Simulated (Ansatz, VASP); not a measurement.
## KF in VASP and in Ansatz

```xyz
2
Lattice="0.0000 2.6556 2.6556 2.6556 0.0000 2.6556 2.6556 2.6556 0.0000" Properties=species:S:1:pos:R:3 pbc="T T T"
K     0.0000    0.0000    0.0000
F     2.6556    2.6556    2.6556
```

Change from the starting cell: volume scaled by 0.98.

Alike in both runs: task single point; functional PBEsol; k mesh 9 × 9 × 9; occupations fermi-dirac, width 0.01 eV; no spin polarisation.

|  | VASP | Ansatz |
| --- | --- | --- |
| version | VASP 6.6.1 | Ansatz 0.2.0 |
| potentials or method | VASP PAW PBE potentials, release 64 (K_sv, F), cutoff 520 eV | all-electron LAPW, scalar-relativistic |

```tsv
	VASP	Ansatz	Ansatz less VASP
gap on the k mesh at the Fermi level (eV)	6.12	6.13	+0.012
pressure (GPa)	0.0	-0.1	-0.06
```

Ansatz ran all-electron here, so the differences hold the error of VASP's frozen core and of both bases.

Caveats: the PAW data sets were made with another functional, which shifts forces and pressure a little (VASP); an odd mesh through Γ misses points on the zone boundary, where band edges often lie.
